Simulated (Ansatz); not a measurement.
A series in wave cutoff on C

Results calculated with Ansatz 0.2.0, not measured. One setting of a density functional single point varied, free energy counted from the run at the reference value, pressure positive in compression; periodic cell, basis, potentials, k mesh and filling as listed.

Structure of every row (space group Fd-3m, No. 227):
```
CELL_PARAMETERS angstrom
0.00000 1.78340 1.78340
1.78340 0.00000 1.78340
1.78340 1.78340 0.00000
ATOMIC_POSITIONS crystal
C 0.50000 0.50000 0.50000
C 0.75000 0.75000 0.75000
```

Settings of every row: functional PBEsol; dispersion D3(BJ)+ATM; potentials PAW; k mesh 10x10x10; k shift 0x0x0; occupations fixed; smearing width 0 eV; spin none; varied setting wave cutoff; reference wave cutoff 500 eV.

Limits of some rows: cutoff under the advised one (row 1, 2, 3, 4).

```
row  wave cutoff (eV)  energy less reference (meV/atom)
  1               250                            417.29
  2               300                            106.15
  3               350                             29.94
  4               400                                 ?
  5               450                               0.8
  6               500                                 0
```

Question: what energy less reference should row 4 give?

Worked fit of energy less reference. Measure energy less reference from the row at the highest cutoff, 0.00 meV/atom, and take the logarithm of what remains: 250 → 6.03, 300 → 4.66, 350 → 3.40, 450 → -0.22. A straight line through these is ln|rest| = 14.045 − 0.03134 × cutoff, so the rest falls by a factor of e every 31.9 eV; from 4 rows that is a rough guide, not a law, and the row at the highest cutoff isn't the limit itself. At 400 eV the line gives ln|rest| = 1.509, a rest of 4.52 meV/atom, and so 0.00 + 4.52 = 4.52 meV/atom.

The calculation gave 6.9 meV/atom. The fit lies 2.38 meV/atom (34 % of the value, 0.57 % of the column's range) below it; its largest miss of a shown row is 80.41 meV/atom.
